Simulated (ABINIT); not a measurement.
# ZnS (F-43m) in ABINIT: further runs

Aim: see how the results for ZnS move with the level of theory and the settings. Levels: LDA, PBEsol. Tasks: single point.

All numbers are computed with ABINIT 10.8.3 (patched build); they aren't measurements. Logs are shortened: lines on timing, memory, paths and dates and some standing lists are left out, and cuts for length are marked. The log counts tension as positive stress, the text compression.

**Experimental background.**

From “Electronic, vibrational, and thermodynamic properties of ZnS (zincblende and rocksalt structure)”, 2009, arxiv:0911.5022, for a bulk crystal of ZnS at 19 K: band gap 3.85 eV (direct).

How close the calculation comes is told below.

### 1 Starting point

The structure is cubic, space group F-43m (No. 216). Conventional cell: a = 5.404 Å, b = 5.404 Å, c = 5.404 Å, α = 90.00°, β = 90.00°, γ = 90.00°. Around Zn (site symmetry -43m) lie 4 S at 2.34 Å. S (site symmetry -43m) is surrounded by 4 Zn at 2.34 Å.

### 2 Single point, LDA

The input, run.abi:

```
# Pseudopotentials
pp_dirpath "./"
pseudos "Zn.LDA_PW-JTH.xml, S.LDA_PW-JTH.xml"

# Structure
acell 7.2210310021 7.2210310021 7.2210310021
rprim
     0.0000000000     0.7071067812     0.7071067812
     0.7071067812     0.0000000000     0.7071067812
     0.7071067812     0.7071067812     0.0000000000
ntypat 2
znucl 30 16
natom 2
typat 1 2
xred
     0.7500000000     0.7500000000     0.7500000000
     0.0000000000     0.0000000000     0.0000000000

# Plane-wave basis
ecut 20.0
pawecutdg 40.0

# k points
kptopt 1
ngkpt 4 4 4
nshiftk 1
shiftk 0.0 0.0 0.0

# Exchange and correlation
ixc 7

# Bands and occupations
nband 13
occopt 3
tsmear 0.00183747

# SCF cycle
nstep 100
tolvrs 1.0e-9

# Output
iomode 3
prtwf 0
prteig 0
prtebands 0
enunit 1
prtvol 2
prtden 1
prtvha 1
prtvclmb 1
prtpot 1
```

Potentials or basis: JTH PAW LDA v2.0.

The run is started by

```
$ abinit run.abi > log 2>&1
```

run.abo:

```text
.Version 10.8.3 of ABINIT
 Symmetries : space group F-4 3 m (#216); Bravais cF (face-center cubic)
================================================================================
 Values of the parameters that define the memory need of the present run
     intxc =       0    ionmov =       0      iscf =      17    lmnmax =      18
     lnmax =       6     mgfft =      30  mpssoang =       3    mqgrid =    3001
     natom =       2  nloc_mem =       2    nspden =       1   nspinor =       1
    nsppol =       1      nsym =      24    n1xccc =       1    ntypat =       2
    occopt =       3   xclevel =       1
       mpw =        1144          nfft =       27000          nkpt =           8
 PAW method is used; the additional fine FFT grid is defined by:
   mgfftf=        45    nfftf =     91125
================================================================================
================================================================================

--------------------------------------------------------------------------------
------------- Echo of variables that govern the present computation ------------
--------------------------------------------------------------------------------
 -outvars: echo values of preprocessed input variables --------
            acell      7.2210310021E+00  7.2210310021E+00  7.2210310021E+00 Bohr
              amu      6.53900000E+01  3.20660000E+01
             ecut      2.00000000E+01 Hartree
           enunit           1
              ixc           7
         kptrlatt        4    0    0      0    4    0      0    0    4
          kptrlen      2.88841240E+01
            natom           2
            nband          13
            ngfft          30      30      30
          ngfftdg          45      45      45
             nkpt           8
            nstep         100
             nsym          24
           ntypat           2
           occopt           3
        pawecutdg      4.00000000E+01 Hartree
        prtebands           0
           prteig           0
           prtpot           1
         prtvclmb           1
           prtvha           1
           prtvol           2
            prtwf           0
            rprim      0.0000000000E+00  7.0710678120E-01  7.0710678120E-01
                       7.0710678120E-01  0.0000000000E+00  7.0710678120E-01
                       7.0710678120E-01  7.0710678120E-01  0.0000000000E+00
          spgroup         216
           tolvrs      1.00000000E-09
           tsmear      1.83747000E-03 Hartree
            typat      1  2
           useylm           1
           xangst      4.0529999973E+00  4.0529999973E+00  4.0529999973E+00
                       0.0000000000E+00  0.0000000000E+00  0.0000000000E+00
            xcart      7.6590599833E+00  7.6590599833E+00  7.6590599833E+00
                       0.0000000000E+00  0.0000000000E+00  0.0000000000E+00
             xred      7.5000000000E-01  7.5000000000E-01  7.5000000000E-01
[... 209 lines left out ...]
  -6.98803   -1.21035   -1.21035   -0.81147   -0.81147   -0.63272   -0.21056    4.30806
   4.30806    8.24759   11.92628   11.92628   13.78950
 kpt#   4, nband= 13, wtk=  0.09375, kpt=  0.2500  0.2500  0.0000 (reduced coord)
  -7.36520   -1.36815   -1.17827   -1.17827   -0.88103   -0.80390    2.52729    3.92620
   3.92620    9.42830    9.56428   13.53253   13.53253
 kpt#   5, nband= 13, wtk=  0.37500, kpt=  0.5000  0.2500  0.0000 (reduced coord)
  -6.84031   -1.23878   -1.10070   -0.99330   -0.79813   -0.66762    0.60307    2.72505
   3.56536    9.29337   10.98333   13.07901   13.83902
 kpt#   6, nband= 13, wtk=  0.18750, kpt= -0.2500  0.2500  0.0000 (reduced coord)
  -7.01646   -1.20235   -1.16789   -1.04249   -0.85664   -0.77663    1.13154    2.60795
   4.26818    9.82023   11.64893   12.23835   12.90331
 kpt#   7, nband= 13, wtk=  0.04688, kpt=  0.5000  0.5000  0.0000 (reduced coord)
  -6.66678   -1.34371   -0.98746   -0.98746   -0.76666   -0.61716    0.50254    2.93308
   2.93308    8.34874    9.04854   15.86967   16.90621
 kpt#   8, nband= 13, wtk=  0.09375, kpt= -0.2500  0.5000  0.2500 (reduced coord)
  -6.66072   -1.19113   -1.05158   -0.89303   -0.87859   -0.42948    0.49321    2.37651
   2.40486   10.69312   11.06249   12.81929   13.16762
 Total charge density [el/Bohr^3]
)     Maximum=    1.9316E+00  at reduced coord.    0.7556    0.7556    0.7556
)Next maximum=    1.9316E+00  at reduced coord.    0.7333    0.7556    0.7556
)     Minimum=   -2.1409E-01  at reduced coord.    0.0000    0.0000    0.0000
)Next minimum=   -1.9092E-01  at reduced coord.    0.0222    0.0000    0.0000
   Integrated=    1.8000E+01

--- !EnergyTerms
iteration_state     : {dtset: 1, }
comment             : Components of total free energy in Hartree
kinetic             :  1.10467216863996E+01
hartree             :  2.11843239187881E+01
xc                  : -5.41118385025808E+00
Ewald energy        : -4.60608394705395E+01
psp_core            :  6.87077298247120E-01
local_psp           : -7.44743908785156E+01
PAW spherical_terms :  1.80824825376597E+01
internal            : -7.49458087582186E+01
'-kT*entropy'       : -4.40454865178470E-11
total_energy        : -7.49458087582627E+01
total_energy_eV     : -2.03937934963851E+03
...

--- !EnergyTermsDC
iteration_state     : {dtset: 1, }
comment             : '"Double-counting" decomposition of free energy'
band_energy         : -2.85127811928916E-01
Ewald energy        : -4.60608394705395E+01
psp_core            :  6.87077298247120E-01
xc_dc               : -2.06889827715794E+01
PAW spherical_terms : -8.59793386655258E+00
internal            : -7.49458066223532E+01
'-kT*entropy'       : -4.40454865178470E-11
total_energy_dc     : -7.49458066223972E+01
total_energy_dc_eV  : -2.03937929151865E+03
...

--- !EnergyTermsWithPAWCore
iteration_state     : {dtset: 1, }
comment             : 'Components of total free energy, including PAW core contributions'
Total energy        : -2.19144998837335E+03
Total energy DC     : -2.19144998623749E+03
Total energy (eV)   : -5.96323920723779E+04
Total energy DC (eV): -5.96323920142580E+04
...

 Cartesian components of stress tensor (hartree/bohr^3)
  sigma(1 1)=  1.61477931E-04  sigma(3 2)=  0.00000000E+00
  sigma(2 2)=  1.61477931E-04  sigma(3 1)=  0.00000000E+00
  sigma(3 3)=  1.61477931E-04  sigma(2 1)=  0.00000000E+00

-Cartesian components of stress tensor (GPa)         [Pressure= -4.7508E+00 GPa]
- sigma(1 1)=  4.75084475E+00  sigma(3 2)=  0.00000000E+00
- sigma(2 2)=  4.75084475E+00  sigma(3 1)=  0.00000000E+00
- sigma(3 3)=  4.75084475E+00  sigma(2 1)=  0.00000000E+00

== END DATASET(S) ==============================================================
================================================================================

 -outvars: echo values of variables after computation  --------
            acell      7.2210310021E+00  7.2210310021E+00  7.2210310021E+00 Bohr
           etotal     -7.4945806622E+01
            fcart     -0.0000000000E+00 -3.0899127580E-31 -0.0000000000E+00
                      -0.0000000000E+00  3.0899127580E-31 -0.0000000000E+00
            rprim      0.0000000000E+00  7.0710678120E-01  7.0710678120E-01
                       7.0710678120E-01  0.0000000000E+00  7.0710678120E-01
                       7.0710678120E-01  7.0710678120E-01  0.0000000000E+00
           strten      1.6147793088E-04  1.6147793088E-04  1.6147793088E-04
                       0.0000000000E+00  0.0000000000E+00  0.0000000000E+00
           xangst      4.0529999973E+00  4.0529999973E+00  4.0529999973E+00
                       0.0000000000E+00  0.0000000000E+00  0.0000000000E+00
             xred      7.5000000000E-01  7.5000000000E-01  7.5000000000E-01
                       0.0000000000E+00  0.0000000000E+00  0.0000000000E+00
 Calculation completed.
```

Wall time 9.1 s (1 thread of Arm Neoverse V2, shared host); peak memory 0.08 GiB.

Results:

- Free energy: -2039.3793 eV
- Band gap on the k mesh: 1.83 eV, direct
- Valence electrons inside the program's atomic spheres: Zn 10.81; S 3.59

Caveat: the k mesh is coarse (spacing up to 0.50 Å⁻¹), so the values aren't converged; the cutoff is too short for stress, so the log's stress isn't used.

### 3 Single point, PBEsol

The input, run.abi:

```
# Pseudopotentials
pp_dirpath "./"
pseudos "Zn.GGA_PBE-JTH.xml, S.GGA_PBE-JTH.xml"

# Structure
acell 3*1.0
rprim
     0.0000000000     5.1060399887     5.1060399887
     5.1060399887     0.0000000000     5.1060399887
     5.1060399887     5.1060399887     0.0000000000
ntypat 2
znucl 30 16
natom 2
typat 1 2
xred
     0.7500000000     0.7500000000     0.7500000000
     0.0000000000     0.0000000000     0.0000000000

# Plane-wave basis
ecut 20.0
pawecutdg 40.0

# k points
kptopt 1
ngkpt 4 4 4
nshiftk 1
shiftk 0.0 0.0 0.0

# Exchange and correlation
ixc -116133

# Bands and occupations
nband 13
occopt 3
tsmear 0.05 eV

# SCF cycle
nstep 100
tolvrs 1.0e-9

# Output
iomode 3
prtwf 0
prtden 0
prteig 0
prtebands 0
```

Potentials or basis: JTH PAW PBE v2.0.

The run is started by

```
$ abinit run.abi > log 2>&1
```

run.abo:

```text
.Version 10.8.3 of ABINIT
 Symmetries : space group F-4 3 m (#216); Bravais cF (face-center cubic)
================================================================================
 Values of the parameters that define the memory need of the present run
     intxc =       0    ionmov =       0      iscf =      17    lmnmax =      18
     lnmax =       6     mgfft =      30  mpssoang =       3    mqgrid =    3001
     natom =       2  nloc_mem =       2    nspden =       1   nspinor =       1
    nsppol =       1      nsym =      24    n1xccc =       1    ntypat =       2
    occopt =       3   xclevel =       2
       mpw =        1144          nfft =       27000          nkpt =           8
 PAW method is used; the additional fine FFT grid is defined by:
   mgfftf=        45    nfftf =     91125
================================================================================
================================================================================

--------------------------------------------------------------------------------
------------- Echo of variables that govern the present computation ------------
--------------------------------------------------------------------------------
 -outvars: echo values of preprocessed input variables --------
            acell      1.0000000000E+00  1.0000000000E+00  1.0000000000E+00 Bohr
              amu      6.53900000E+01  3.20660000E+01
             ecut      2.00000000E+01 Hartree
              ixc     -116133
         kptrlatt        4    0    0      0    4    0      0    0    4
          kptrlen      2.88841240E+01
            natom           2
            nband          13
            ngfft          30      30      30
          ngfftdg          45      45      45
             nkpt           8
            nstep         100
             nsym          24
           ntypat           2
           occopt           3
        pawecutdg      4.00000000E+01 Hartree
         pawxcdev           0
           prtden           0
        prtebands           0
           prteig           0
            prtwf           0
            rprim      0.0000000000E+00  5.1060399887E+00  5.1060399887E+00
                       5.1060399887E+00  0.0000000000E+00  5.1060399887E+00
                       5.1060399887E+00  5.1060399887E+00  0.0000000000E+00
          spgroup         216
           tolvrs      1.00000000E-09
           tsmear      1.83746611E-03 Hartree
            typat      1  2
           useylm           1
           xangst      4.0529999972E+00  4.0529999972E+00  4.0529999972E+00
                       0.0000000000E+00  0.0000000000E+00  0.0000000000E+00
            xcart      7.6590599831E+00  7.6590599831E+00  7.6590599831E+00
                       0.0000000000E+00  0.0000000000E+00  0.0000000000E+00
             xred      7.5000000000E-01  7.5000000000E-01  7.5000000000E-01
                       0.0000000000E+00  0.0000000000E+00  0.0000000000E+00
            znucl       30.00000   16.00000

================================================================================

 chkinp: Checking input parameters for consistency.

================================================================================
== DATASET  1 ==================================================================

--- !DatasetInfo
iteration_state: {dtset: 1, }
dimensions: {natom: 2, nkpt: 8, mband: 13, nsppol: 1, nspinor: 1, nspden: 1, mpw: 1144, }
cutoff_energies: {ecut:  20.0, pawecutdg:  40.0, }
electrons: {nelect:   1.80000000E+01, charge:   0.00000000E+00, occopt:   3.00000000E+00, tsmear:   1.83746611E-03, }
meta: {optdriver: 0, ionmov: 0, optcell: 0, iscf: 17, paral_kgb: 0, }
...

 Real(R)+Recip(G) space primitive vectors, cartesian coordinates (Bohr,Bohr^-1):
 R(1)=  0.0000000  5.1060400  5.1060400  G(1)= -0.0979232  0.0979232  0.0979232
[... 107 lines left out ...]
- [  0.0000E+00,   0.0000E+00,   0.0000E+00,  S]
cartesian_forces: # hartree/bohr
- [ -6.59181388E-30,  -6.59181388E-30,   1.97754417E-29, ]
- [  6.59181388E-30,   6.59181388E-30,  -1.97754417E-29, ]
force_length_stats: {min:   2.18625733E-29, max:   2.18625733E-29, mean:   2.18625733E-29, }
...

 Integrated electronic density in atomic spheres:
 ------------------------------------------------
 Atom  Sphere_radius  Integrated_density
    1        2.30770         10.79160482
    2        1.90380          3.59099127

================================================================================

 ----iterations are completed or convergence reached----

 Mean square residual over all n,k,spin=   54.209E-09; max=  56.377E-07
 reduced coordinates (array xred) for    2 atoms
       0.750000000000      0.750000000000      0.750000000000
       0.000000000000      0.000000000000      0.000000000000
 rms dE/dt=  9.5199E-29; max dE/dt=  1.3463E-28; dE/dt below (all hartree)
    1       0.000000000000      0.000000000000      0.000000000000
    2       0.000000000000      0.000000000000     -0.000000000000

 cartesian coordinates (angstrom) at end:
    1      4.05299999721958     4.05299999721958     4.05299999721958
    2      0.00000000000000     0.00000000000000     0.00000000000000

 cartesian forces (hartree/bohr) at end:
    1     -0.00000000000000    -0.00000000000000     0.00000000000000
    2      0.00000000000000     0.00000000000000    -0.00000000000000
 frms,max,avg= 1.2622363E-29 1.9775442E-29   0.000E+00  0.000E+00  0.000E+00 h/b

 cartesian forces (eV/Angstrom) at end:
    1     -0.00000000000000    -0.00000000000000     0.00000000000000
    2      0.00000000000000     0.00000000000000    -0.00000000000000
 frms,max,avg= 6.4906798E-28 1.0168941E-27   0.000E+00  0.000E+00  0.000E+00 e/A
 length scales=  1.000000000000  1.000000000000  1.000000000000 bohr
              =  0.529177210544  0.529177210544  0.529177210544 angstroms
 Fermi (or HOMO) energy (hartree) =   0.22937   Average Vxc (hartree)=  -0.35133
 Eigenvalues (hartree) for nkpt=   8  k points:
 kpt#   1, nband= 13, wtk=  0.01563, kpt=  0.0000  0.0000  0.0000 (reduced coord)
  -0.29117   -0.04205   -0.04205   -0.04205   -0.02378   -0.02378    0.19262    0.19262
   0.19262    0.26411    0.42230    0.42230    0.42230
      occupation numbers for kpt#   1
   2.00000    2.00000    2.00000    2.00000    2.00000    2.00000    2.00000    2.00000
   2.00000    0.00000    0.00000    0.00000    0.00000
 prteigrs : prtvol=0 or 1, do not print more k-points.

--- !EnergyTerms
iteration_state     : {dtset: 1, }
comment             : Components of total free energy in Hartree
kinetic             :  1.10164652531586E+01
hartree             :  2.11773359016359E+01
xc                  : -5.38592319525399E+00
Ewald energy        : -4.60608394718055E+01
psp_core            :  7.76162074759271E-01
local_psp           : -7.44055853578609E+01
PAW spherical_terms :  1.82195062266938E+01
internal            : -7.46628785686729E+01
'-kT*entropy'       : -1.44691109556895E-11
total_energy        : -7.46628785686873E+01
total_energy_eV     : -2.03168042696933E+03
...

--- !EnergyTermsDC
iteration_state     : {dtset: 1, }
comment             : '"Double-counting" decomposition of free energy'
band_energy         : -2.01115029940646E-01
Ewald energy        : -4.60608394718055E+01
psp_core            :  7.76162074759271E-01
xc_dc               : -2.06681476596224E+01
PAW spherical_terms : -8.50893298296184E+00
internal            : -7.46628730695711E+01
'-kT*entropy'       : -1.44691109556895E-11
total_energy_dc     : -7.46628730695856E+01
total_energy_dc_eV  : -2.03168027733115E+03
...

--- !EnergyTermsWithPAWCore
iteration_state     : {dtset: 1, }
comment             : 'Components of total free energy, including PAW core contributions'
Total energy        : -2.19328355941552E+03
Total energy DC     : -2.19328355391642E+03
Total energy (eV)   : -5.96822860822159E+04
Total energy DC (eV): -5.96822859325777E+04
...

 Cartesian components of stress tensor (hartree/bohr^3)
  sigma(1 1)=  7.24140245E-05  sigma(3 2)=  0.00000000E+00
  sigma(2 2)=  7.24140245E-05  sigma(3 1)=  0.00000000E+00
  sigma(3 3)=  7.24140245E-05  sigma(2 1)=  0.00000000E+00

-Cartesian components of stress tensor (GPa)         [Pressure= -2.1305E+00 GPa]
- sigma(1 1)=  2.13049416E+00  sigma(3 2)=  0.00000000E+00
- sigma(2 2)=  2.13049416E+00  sigma(3 1)=  0.00000000E+00
- sigma(3 3)=  2.13049416E+00  sigma(2 1)=  0.00000000E+00

== END DATASET(S) ==============================================================
================================================================================

 -outvars: echo values of variables after computation  --------
            acell      1.0000000000E+00  1.0000000000E+00  1.0000000000E+00 Bohr
           etotal     -7.4662873070E+01
            fcart     -6.5918138839E-30 -6.5918138839E-30  1.9775441652E-29
                       6.5918138839E-30  6.5918138839E-30 -1.9775441652E-29
            rprim      0.0000000000E+00  5.1060399887E+00  5.1060399887E+00
                       5.1060399887E+00  0.0000000000E+00  5.1060399887E+00
                       5.1060399887E+00  5.1060399887E+00  0.0000000000E+00
           strten      7.2414024523E-05  7.2414024523E-05  7.2414024523E-05
                       0.0000000000E+00  0.0000000000E+00  0.0000000000E+00
           xangst      4.0529999972E+00  4.0529999972E+00  4.0529999972E+00
                       0.0000000000E+00  0.0000000000E+00  0.0000000000E+00
             xred      7.5000000000E-01  7.5000000000E-01  7.5000000000E-01
                       0.0000000000E+00  0.0000000000E+00  0.0000000000E+00
 Calculation completed.
```

Wall time 23 s (1 thread of Arm Neoverse V2, shared host); peak memory 0.1 GiB.

Results:

```yaml
Free_energy: -2031.6803 eV
Band_gap_on_the_k_mesh: 1.95 eV, direct
Valence_electrons_inside_the_program's_atomic_spheres: Zn 10.79; S 3.59
```

Caveat: the k mesh is coarse (spacing up to 0.50 Å⁻¹), so the values aren't converged; the cutoff is too short for stress, so the log's stress isn't used; the PAW data sets were made with another functional, which shifts forces and pressure a little.

[end of part 1 of 2]
